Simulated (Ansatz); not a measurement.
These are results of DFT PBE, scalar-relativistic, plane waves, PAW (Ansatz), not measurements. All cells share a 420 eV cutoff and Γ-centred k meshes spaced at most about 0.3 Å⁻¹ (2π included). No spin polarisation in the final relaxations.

All energies are static (0 K, no zero-point motion).

Compare these two cells of PbS, each relaxed at this level.

A.

```
Pb S
1.0
     0.00000    3.00447    3.00447
     3.00447    0.00000    3.00447
     3.00447    3.00447    0.00000
Pb S
1 1
Cartesian
  0.0000 0.0000 0.0000
  3.0045 3.0045 3.0045
```

B.

```
Pb S
1.0
     5.03093    0.00000    0.00000
    -2.51547    4.35692    0.00000
     0.00000    0.00000    6.02313
Pb S
2 2
Direct
  0.33333 0.66667 0.25000
  0.66667 0.33333 0.75000
  0.66667 0.33333 0.25000
  0.33333 0.66667 0.75000
```

Question: Which form is favoured at zero pressure, and by what margin per atom?

Answer: A is lower, by 75 meV/atom. A has the rock salt type, space group Fm-3m (No. 225), 27.1 Å³/atom and a gap of 0.49 eV on its mesh; B has space group P6_3/mmc (No. 194), 33.0 Å³/atom and a gap of 1.45 eV. Counting S atoms around Pb (those within 1.25 times the shortest such distance or 1.15 times the sum of covalent radii; the shortest distance is added where it is long for a bond), A has Pb 6 from 3.0 Å and B has Pb 5. The denser one is the lower, and pressure would at first widen the difference. In A, around Pb lie 6 S at 3.00 Å; S is surrounded by 6 Pb at 3.00 Å. In B, Pb is surrounded by 5 S at 2.90–3.01 Å; S has 5 Pb at 2.90–3.01 Å. Both come from invented guesses. The part of the Crystallography Open Database at hand lists PbS in space groups No. 12, 225; sharing a group (Fm-3m) doesn't make a cell the listed structure.

Spin–orbit coupling, which can matter for Pb, is left out. Kohn–Sham gaps at this level usually fall short of measured ones. The missing spin–orbit coupling can work the other way here. Cells relaxed within their symmetry can be saddle points. The Fm-3m cell of PbS came from shaking the P6_3/mmc one.
